## Question

I am choosing a plane-wave cutoff for fcc nickel and have this series in front of me. "Sweep value" is the cutoff for the electron waves in Ry, and "energy less tightest" is counted from the last row.

Quantum ESPRESSO 7.5 calculations with PBE, GBRV 1.5 ultrasoft potentials and collinear spins for fcc Ni, in a one-atom cell held at 10.49 Å³ and started from a moment of 1 μB. All runs use a 13×13×13 k mesh and cold smearing of 0.05 eV. The energies compared are free energies, which include the smearing term.

```tsv
sweep density cutoff (eV)	sweep value	energy less tightest (meV/atom)	pressure (GPa)	cell moment (μB)	scf iterations
4898	18	90114.2	-4846.8	0.105	22
4898	22	26410.7	-1776.9	0.000	22
4898	27	5765.7	-498.9	0.633	11
4898	31	1544.6	-162.3	0.634	12
4898	36	228.1	-27.2	0.641	11
4898	40	36.8	0.6	0.641	11
4898	45	6.0	7.6	0.641	11
5878	54	3.0	7.7	0.641	11
7402	68	0.0	7.9	0.641	12
```

The energy falls steeply and then creeps. The pressure starts thousands of GPa below zero, in a cell that hasn't changed. At 40 Ry it is 0.6 GPa, which looks like a relaxed crystal, yet it ends near 8 GPa. At 22 Ry the magnetic moment vanishes altogether. Are these separate troubles, or do they have one origin?

## Answer

The energy and the pressure have one origin: waves that are too long to draw the compact electron shells of nickel. The lost moment appears only where that fault is at its worst, though how it comes about is less certain.

**What a low cutoff leaves out**

A plane-wave calculation builds each orbital from waves, and the cutoff removes the shortest of them. At 18 Ry the shortest half wavelength is 0.39 Å, and at 40 Ry it is 0.26 Å. The 3s, 3p and 3d shells, which are all treated explicitly here, have most of their density within roughly half an Å of the nucleus. With waves this coarse they come out too spread out, and their energy is too high. At 18 Ry the error averages about 5 eV per electron over the 18 electrons treated.

Up to 45 Ry the separate cutoff for the electron density stays fixed. Each step therefore only adds waves to those already present, and the ground-state energy can only go down.

A particle in a harmonic well shows why the descent is so steep. Its ground state is a Gaussian, and so is the spectrum of waves that builds it. The part beyond the cutoff therefore shrinks by a nearly fixed factor for each added Ry, and a narrower well needs a higher cutoff. Nickel follows this pattern at first, losing about a quarter of its remaining error per Ry between 18 and 27 Ry. The comparison ends there, because nickel then speeds up and later slows down, while the Gaussian does neither to any such degree.

**Why the pressure is so wrong**

Pressure measures how the energy changes when the cell is stretched. The stress formula stretches the waves along with the cell and keeps their number the same. In a larger cell the same waves are longer, so the basis has become coarser and the energy rises for that reason alone. An energy that rises on expansion looks like a crystal pulling itself together, which is a negative pressure. This false contribution is known as Pulay stress.

Its size follows in a few steps. Let $V$ be the volume per atom, $E_c$ the plane-wave cutoff and $E$ the energy per atom.

1. The wave number of each wave goes as $V^{-1/3}$. Its kinetic energy, and with it the effective cutoff, goes as $V^{-2/3}$.
2. Suppose that the energy error depends on the cutoff but not on the volume. This is reasonable if the error belongs to compact shells that hardly notice the neighbouring atoms.
3. The pressure $P$ then differs from its converged value $P_\infty$ by

$$P-P_\infty=\frac{2}{3V}\,\frac{dE}{d\ln E_c}.$$

The slope on the right is negative, so the pressure comes out too low. It also means that the pressure column should predict the energy column. For a step between two cutoffs $E_1$ and $E_2$, the energy drop should be

$$\Delta E=\tfrac{3}{2}\,V\,\bar p\,\ln\frac{E_2}{E_1},$$

where $\bar p$ is the average shortfall of the pressure over the step.

Take the step from 36 to 40 Ry. Measured from the last row, the pressure is 35.1 GPa too low at its start and 7.3 GPa too low at its end. For a shortfall that decays exponentially in between, the average is $(35.1-7.3)/\ln(35.1/7.3)\approx 17.7$ GPa. With $V=10.49$ Å³ and 1 eV/Å³ = 160.2 GPa,

$$\Delta E\approx 1.5\times10.49\times\frac{17.7}{160.2}\times\ln\frac{40}{36}\approx 0.18\ \text{eV}.$$

The energies themselves give $228.1-36.8=191.3$ meV, or 0.19 eV. No constant was adjusted to this step or to any other.

The printed analysis below applies the same relation to every step. Up to 40 Ry it returns the energy drops to within about 5 %, while the drops themselves shrink from 64 eV to 0.2 eV. This supports the assumption in step 2: the error goes with the atom and its cutoff, and hardly with the volume of the cell. Above 40 Ry only the order of magnitude is right. There the pressure shortfall sinks to a few tenths of a GPa, and the choice of the last row as the converged value matters.

**The deceptive row at 40 Ry**

The cell really is compressed, as the 7.9 GPa in the last row shows. Commonly quoted values agree with this: an equilibrium volume roughly 4 % larger for this functional and a bulk modulus of roughly 200 GPa give about 8 GPa. At 40 Ry the false negative pressure happens to cancel nearly all of it. A relaxation that starts from this cell and follows the stress at this cutoff would thus stop close to the present volume, which is too small.

**Why the descent speeds up and then stalls**

If the early rate had lasted, the error at 40 Ry would be 110 meV per atom, but it is 37 meV. The likely reason lies in how pseudopotentials are made. They replace the true orbitals near the nucleus by smooth ones, whose wave spectrum has a main part that ends rather quickly and a weak tail that reaches much further. On this reading, the cutoff has passed the end of the main part by about 45 Ry, and after that only the tail is left. The table shows the change of pace, but it doesn't show the spectrum.

The last two steps lower the energy by 3 meV per atom each. They also raise the density cutoff, which stays at eight times the plane-wave cutoff from 45 Ry on. An ultrasoft potential needs that second cutoff for the sharp charge it adds back around each nucleus. The final few meV, and with them the apparent stall, may therefore come from either cutoff, and the row at 68 Ry is a reference rather than a proven limit.

**What happens to the magnetism**

From 27 Ry on the moment is nearly settled. At 27 Ry it lies about 1 % below its final value, although the energy is still 5.8 eV too high. A moment depends on the difference between spin-up and spin-down electrons, and an error in the compact shells is probably nearly the same for both. Much of it would then drop out of the comparison.

At 18 and 22 Ry this cancellation seems to be no longer enough. My guess is that the 3d shell is then so badly drawn that its levels shift or broaden, and the exchange that favours parallel spins loses out. Both runs started from a magnetic state, as all the others did, and both needed about twice as many iterations to settle. Each cutoff was run from one start only, so a state with a larger moment may exist there as well, and the table doesn't tell why a little moment survives at 18 Ry and none at 22 Ry. The small moments belong to a crippled basis and are no sign that nickel at this volume is nonmagnetic.

**Choosing the cutoff**

Choose it for the quantity you need. At 45 Ry the energy is within 6 meV per atom of the last row and the pressure within 0.3 GPa, which is enough for many purposes. Forces can't guide you here, since symmetry makes the force on a single atom in the cell zero at any cutoff.

If you need the pressure or a relaxed volume, look at how fast the energy is still falling. By the formula above, each meV per Ry of remaining slope near 40 Ry lowers the pressure of this cell by about $\tfrac{2}{3}\times\tfrac{40}{10.49}\times0.001\times160.2\approx0.4$ GPa. When a higher cutoff is too expensive, compute the energy at several volumes with the same cutoff in Ry and take the pressure from the slope of that curve. Most of the error is then common to all the points, whereas the printed stress carries it in full.

Numerical output:

```
Energy drop on the step that ends at each row, computed and from the pressure miss without fitted constant:
   row  cutoff_Ry  pressure_miss_GPa  energy_drop_meV  drop_from_pressure_meV   ratio
  4898         18               4855              n/a                     n/a     n/a
  4898         22               1785            63704                   60463  0.9491
  4898         27              506.8            20645                   20417   0.989
  4898         31              170.2             4221                    4185  0.9916
  4898         36               35.1             1316                    1257  0.9546
  4898         40                7.3            191.3                   183.2  0.9576
  4898         45                0.3             30.8                   25.37  0.8237
  5878         54                0.2                3                   4.416   1.472
  7402         68                  0                3                   2.264  0.7547
Decay rate of the energy error per Ry, steps ending at 22 to 54 Ry: 0.3068, 0.3044, 0.3293, 0.3825, 0.4561, 0.3627, 0.07702
Local power of the cutoff with which the error falls, same steps: 6.116, 7.431, 9.534, 12.79, 17.31, 15.4, 3.802
Error at 40 Ry if the rate of the step 22 to 27 Ry had lasted, meV/atom: 110.3
Error at 54 Ry if the rate of the step 36 to 40 Ry had lasted, meV/atom: 0.06207
Energy error at 18 Ry per valence electron (18 electrons), eV: 5.006
Half wavelength of the shortest plane wave at 18 Ry, angstrom: 0.3918
Half wavelength of the shortest plane wave at 40 Ry, angstrom: 0.2629
Density cutoff over plane-wave cutoff at 45, 54 and 68 Ry: 8, 8, 8.001
Moment at 27 Ry below that of the last row, percent: 1.248
Rough real pressure from the compression of the cell, GPa: 7.523
```
